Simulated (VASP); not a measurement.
A run of VASP 6.6.1:

File INCAR:

```
ALGO     = Normal         # electronic algorithm
EDIFF    = 1E-7           # SCF threshold, eV
EDIFFG   = -0.01          # ionic threshold
ENCUT    = 600            # plane-wave cutoff, eV
GGA      = PS             # functional
IBRION   = 2              # ionic algorithm
ISIF     = 3              # what is computed and relaxed
ISMEAR   = -1             # smearing method
IVDW     = 11             # dispersion correction
LASPH    = True           # aspherical terms in the spheres
LCHARG   = False          # write CHGCAR
LREAL    = False          # projectors in reciprocal space
LWAVE    = False          # write WAVECAR
NELM     = 60             # most SCF steps
NSW      = 40             # ionic steps
PREC     = Accurate       # precision mode
SIGMA    = 0.05           # smearing width, eV
```

Contents of KPOINTS:

```
k-points
0
Gamma
  8 8 8
```

The input POSCAR:

```
GaAs
1.0
    0.0000000000      2.8268500000      2.8268500000
    2.8268500000      0.0000000000      2.8268500000
    2.8268500000      2.8268500000      0.0000000000
As Ga
1 1
Direct
    0.7500000000      0.7500000000      0.7500000000
    0.0000000000      0.0000000000      0.0000000000
```

Potentials or basis: VASP PAW PBE potentials, release 64 (As, Ga_d).

The run is started by

```sh
$ cat potpaw_PBE.64/As/POTCAR potpaw_PBE.64/Ga_d/POTCAR > POTCAR
$ mpirun -np 1 vasp_std > vasp.out
```

Hardware: 1 thread of Intel(R) Xeon(R) Platinum 8488C (Sapphire Rapids), with other jobs on the host.

Q: How long does it take, and how much memory?

A: It took 21 s on 1 thread of Intel(R) Xeon(R) Platinum 8488C (Sapphire Rapids), on a shared host, peak memory 0.2 GiB. Counts: scf iterations 27, k points 29, ion steps 3.
